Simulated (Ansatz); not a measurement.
# BeS (F-43m): a single-point run

Wanted: a converged single-point run for BeS (F-43m), and a check of what comes out. The structure is shown as the input types it.

The COD entry's cell or inner coordinates are ideal or old and differ from later refinements, so a difference from it is no clean test against experiment.

Computed with Ansatz 0.2.0 (DFT PBE, scalar-relativistic, plane waves, PAW, unless a step's input says otherwise).

2 further runs of the same task are left out: 1 that didn't finish, 1 set aside as unsound or not needed. Runs told in other sessions of the task aren't counted.

## (1) The starting structure

It takes space group F-43m (No. 216, cubic). The conventional cell has a = 4.876 Å, b = 4.876 Å, c = 4.876 Å, α = 90.00°, β = 90.00°, γ = 90.00°. Around Be (site symmetry -43m) lie 4 S at 2.11 Å. S (site symmetry -43m) is surrounded by 4 Be at 2.11 Å.

Coordinates:

```
Be S
1.0
     0.00000    2.43804    2.43804
     2.43804    0.00000    2.43804
     2.43804    2.43804    0.00000
Be S
1 1
Direct
  0.00000 0.00000 0.00000
  0.75000 0.75000 0.75000
```

## (2) The run

input.yaml reads:

```yaml
crystal:
  lattice:
    - [0.0, 2.4380427922, 2.4380427922]
    - [2.4380427922, 0.0, 2.4380427922]
    - [2.4380427922, 2.4380427922, 0.0]
  atoms:
    - { symbol: Be, position: [0.0, 0.0, 0.0] }
    - { symbol: S, position: [0.75, 0.75, 0.75] }
basis:
  ecutwfc: 420
  ecutrho_ratio: 4
kpoints:
  mp_grid: { grid: [12, 12, 12] }
hamiltonian:
  xc: pbe
scf:
  occupations: { method: gaussian, width: 0.05 }
  max_iter: 60
output:
  forces: true
  stress: true
magnetization:
  spin_polarized: true
  initial_magnetization: 7
```

On the command line:

```sh
$ ansatz run input.yaml --threads 2 --pin off --max-ram 2662MiB --backend cpu --events-out ev --progress --plain --runs-dir out
```

**Question.** How will this run end, and is anything wrong with its input?

The program finished normally, with warnings (seeded moment not kept). Its log warns: «the starting moments were not kept: the SCF closed with an absolute magnetisation of 6.7e-7 μB, where they sum to 7 μB in size (2 sites) ...»

In the input, magnetization.spin_polarized is true; magnetization.initial_magnetization is 7. A typed moment is only a start; here the run ends at the energy of the run without it (within 1 meV an atom), so the result stands.

No remedy is needed.
